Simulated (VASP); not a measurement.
A run of VASP 6.6.1:

INCAR

```
PREC = Accurate
ENCUT = 520
EDIFF = 1E-6
ISMEAR = -1
SIGMA = 0.3
LREAL = Auto
LASPH = True
NELM = 100
ALGO = Normal
ISIF = 2
LWAVE = False
LCHARG = False
GGA = PS
NBANDS = 46
```

Contents of KPOINTS:

```
regular mesh
0
Gamma
  2 2 2
```

Contents of POSCAR:

```
Si
1.0
    0.0000000000      5.4300000000      5.4300000000
    5.4300000000      0.0000000000      5.4300000000
    5.4300000000      5.4300000000      0.0000000000
Si
16
Direct
    0.0263535912     -0.0354880295     -0.0209023941
    0.1498618785      0.1127163904      0.0768784530
    0.0086279926      0.0089594843      0.4762891344
    0.1582965009      0.1185359116      0.6128268877
    0.0351657459      0.4947421731     -0.0153683241
    0.1360773481      0.6100736648      0.1245672192
    0.0399907919      0.4892725599      0.4880939227
    0.1142817680      0.6449079190      0.6196040516
    0.4959760589      0.0285359116     -0.0380755064
    0.6448342541      0.1180755064      0.1145580110
    0.5258287293     -0.0332320442      0.4839502762
    0.6375506446      0.1190976059      0.5997421731
    0.5410773481      0.4865101289     -0.0231399632
    0.6648158379      0.6412799263      0.0891620626
    0.5058195212      0.4963167587      0.4718968692
    0.6593646409      0.5903775322      0.6184806630
```

Potentials or basis: VASP PAW PBE potentials, release 64 (Si).

Launch:

```bash
$ cat potpaw_PBE.64/Si/POTCAR > POTCAR
$ mpirun -np 1 vasp_std > vasp.out
```

Hardware: 1 thread of AMD EPYC 9R45 96-Core Processor (Zen 5), with other jobs on the host.

Problem. How long does it take, and how much memory?

Solution. Wall time 2.1 min on 1 thread of AMD EPYC 9R45 96-Core Processor (Zen 5) (shared host), peak memory 0.43 GiB. Counts: scf iterations 13, k points 8.
